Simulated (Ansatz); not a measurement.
Runs of Ansatz 0.2.0 on Ti. It takes space group Im-3m (No. 229, cubic). The conventional cell has a = 3.282 Å, b = 3.282 Å, c = 3.282 Å, α = 90.00°, β = 90.00°, γ = 90.00°. Ti (site symmetry m-3m) is surrounded by 8 Ti at 2.84 Å. This isn't the form of Ti at room conditions, which is hcp.

```csv
task,level,cell,k mesh,mesh quality,gap on the mesh (eV),pressure (GPa),relaxed volume (Å³/atom)
relaxation of cell and atoms,revPBE+D3(BJ),relaxed,11 × 11 × 11,not flagged,-,0.0,15.82
single point,B3LYP,as given,6 × 6 × 6,coarse,none,(a),-
relaxation of cell and atoms,BLYP,relaxed,11 × 11 × 11,not flagged,none,0.0,17.62
relaxation of cell and atoms,revPBE+D4,relaxed,11 × 11 × 11,not flagged,-,0.0,(b)
relaxation of cell and atoms,RPBE+D3(BJ),relaxed,11 × 11 × 11,not flagged,none,0.0,12.42
```

Alike in all rows: potentials or basis Ansatz PAW; no spin polarisation; cutoff (eV) 420; smearing fermi-dirac 0.05 eV.

Q: Fill in the values left out.

A: (a) -0.7; (b) 17.15.

Caveats: some runs use coarse meshes; the PAW data sets come from PBE, with cores solved anew for the run's functional, which leaves a small shift of forces and pressure; the plane-wave basis is chosen anew once the cell has moved, so the energies of steps on either side of that aren't comparable (some runs); the volume moved by -10 % from the deposited cell, more than functionals usually miss (some runs); the thresholds are loose for stress (some runs); the volume moved by over 15 % at a fixed basis, so the end points are rough (some runs); the volume moved by -30 % from the deposited cell, more than functionals usually miss (some runs); pairwise dispersion overbinds metals, which lowers pressure and volume (some runs).

A gap of «none» marks a metal or a gap under the smearing width.

Runs at the PBE level aren't shown here.
